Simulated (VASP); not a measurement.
A run of VASP 6.6.1:

File INCAR:

```
PREC = Accurate
ENCUT = 520
EDIFF = 1E-7
ISMEAR = -1
SIGMA = 0.05
LREAL = F
LASPH = T
NELM = 60
ALGO = Normal
ISIF = 2
LWAVE = F
LCHARG = F
LDIPOL = T
IDIPOL = 3
DIPOL = 0.5 0.5 0.294
GGA = PE
EFIELD = 0.1
LVHAR = T
LVACPOTAV = T
```

File KPOINTS:

```
Automatic mesh
0
Gamma
  10 10 1
```

POSCAR

```
Au
1.0
    2.6622700000      0.0000000000      0.0000000000
    0.0000000000      2.6617000000      0.0000000000
    0.0000000000      0.0000000000     23.8000000000
Au
1
Direct
    0.0000000000      0.5000000000      0.2941200000
```

Potentials or basis: VASP PAW PBE potentials, release 64 (Au).

The run is started by

```sh
$ cat potpaw_PBE.64/Au/POTCAR > POTCAR
$ mpirun -np 1 vasp_std > vasp.out
```

Hardware: 1 thread of AMD EPYC 7R43 64-Core Processor (Zen 3), with other jobs on the host.

Question: Estimate the wall time of this run.

Answer: Wall time 70 s on 1 thread of AMD EPYC 7R43 64-Core Processor (Zen 3), on a shared host, peak memory 0.24 GiB. Counts: scf iterations 19, k points 36.
